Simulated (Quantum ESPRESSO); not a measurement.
Input of a Quantum ESPRESSO 7.5 run:

pw.in

```
&CONTROL
  calculation = 'scf'
  prefix = 'pwscf'
  outdir = './tmp'
  pseudo_dir = './pseudo'
  tprnfor = .true.
  tstress = .true.
  disk_io = 'low'
/
&SYSTEM
  ibrav = 0
  nat = 2
  ntyp = 2
  ecutwfc = 56
  ecutrho = 448
  nbnd = 21
  occupations = 'smearing'
  smearing = 'fd'
  degauss = 0.00367493
  nspin = 2
  starting_magnetization(1) = 0.1176
  starting_magnetization(2) = 0
/
&ELECTRONS
  conv_thr = 4d-10
  electron_maxstep = 120
  mixing_beta = 0.3
/
ATOMIC_SPECIES
Co    58.9332 co_pbesol_v1.2.uspp.F.UPF
O     15.9990 o_pbesol_v1.2.uspp.F.UPF
CELL_PARAMETERS bohr
   0.0000000000    4.0279512346    4.0279512346
   4.0279512346    0.0000000000    4.0279512346
   4.0279512346    4.0279512346    0.0000000000
ATOMIC_POSITIONS bohr
Co     0.0000000000    0.0000000000    0.0000000000
O      4.0279512346    4.0279512346    4.0279512346
K_POINTS automatic
8 8 8 0 0 0
HUBBARD {ortho-atomic}
U Co-3d 2.0
```

Contents of pp_density.in:

```
&INPUTPP
  prefix = 'pwscf'
  outdir = './tmp'
  filplot = 'density.dat'
  plot_num = 0
/
&PLOT
  nfile = 1
  filepp(1) = 'density.dat'
  iflag = 3
  output_format = 6
  fileout = 'density.cube'
/
```

Contents of pp_potential.in:

```
&INPUTPP
  prefix = 'pwscf'
  outdir = './tmp'
  filplot = 'potential.dat'
  plot_num = 11
/
&PLOT
  nfile = 1
  filepp(1) = 'potential.dat'
  iflag = 3
  output_format = 6
  fileout = 'potential.cube'
/
```

pp_spin.in

```
&INPUTPP
  prefix = 'pwscf'
  outdir = './tmp'
  filplot = 'spin.dat'
  plot_num = 6
/
&PLOT
  nfile = 1
  filepp(1) = 'spin.dat'
  iflag = 3
  output_format = 6
  fileout = 'spin.cube'
/
```

Contents of nscf.in:

```
&CONTROL
  calculation = 'nscf'
  prefix = 'pwscf'
  outdir = './tmp'
  pseudo_dir = './pseudo'
  disk_io = 'low'
/
&SYSTEM
  ibrav = 0
  nat = 2
  ntyp = 2
  ecutwfc = 56
  ecutrho = 448
  nbnd = 21
  occupations = 'tetrahedra_opt'
  nspin = 2
  starting_magnetization(1) = 0.1176
  starting_magnetization(2) = 0
/
&ELECTRONS
  conv_thr = 1d-08
  electron_maxstep = 120
  mixing_beta = 0.3
  startingwfc = 'random'
/
ATOMIC_SPECIES
Co    58.9332 co_pbesol_v1.2.uspp.F.UPF
O     15.9990 o_pbesol_v1.2.uspp.F.UPF
CELL_PARAMETERS bohr
   0.0000000000    4.0279512346    4.0279512346
   4.0279512346    0.0000000000    4.0279512346
   4.0279512346    4.0279512346    0.0000000000
ATOMIC_POSITIONS bohr
Co     0.0000000000    0.0000000000    0.0000000000
O      4.0279512346    4.0279512346    4.0279512346
K_POINTS automatic
12 12 12 0 0 0
HUBBARD {ortho-atomic}
U Co-3d 2.0
```

Contents of projwfc.in:

```
&PROJWFC
  prefix = 'pwscf'
  outdir = './tmp'
  filpdos = 'p'
  Emin = -2
  Emax = 23
  DeltaE = 0.05
/
```

Potentials or basis: GBRV 1.5 PBEsol.

Launch:

```console
$ OMP_NUM_THREADS=1 mpirun -n 2 pw.x -nk 2 -in pw.in > pw.out
$ OMP_NUM_THREADS=1 mpirun -n 1 pp.x -in pp_density.in > pp_density.out
$ OMP_NUM_THREADS=1 mpirun -n 1 pp.x -in pp_potential.in > pp_potential.out
$ OMP_NUM_THREADS=1 mpirun -n 1 pp.x -in pp_spin.in > pp_spin.out
$ OMP_NUM_THREADS=1 mpirun -n 2 pw.x -nk 2 -in nscf.in > nscf.out
$ OMP_NUM_THREADS=1 mpirun -n 1 projwfc.x -in projwfc.in > projwfc.out
```

Task: Predict the Loewdin charges.

Result: Co +0.39; O -0.35 e.

Task: Estimate the absolute moment.

Result: 3.02 μB per cell.

Task: Estimate the band gap on the k mesh.

Result: None (metal or under the smearing width).

Task: What does it give for the site moments?

Result: Co +2.59; O +0.31 μB.

Eigenvalues of the final occupation matrices:
```
   site  spin  trace               eigenvalues
Co 1 3d     1   4.97  0.99 0.99 0.99 0.99 0.99
Co 1 3d     2   2.33  0.16 0.16 0.67 0.67 0.67
```

Caveat: the k mesh is coarse; a cell with one magnetic atom can't hold antiferromagnetic order, which such compounds often take. The state reached can hang on the start; a lower one may exist.
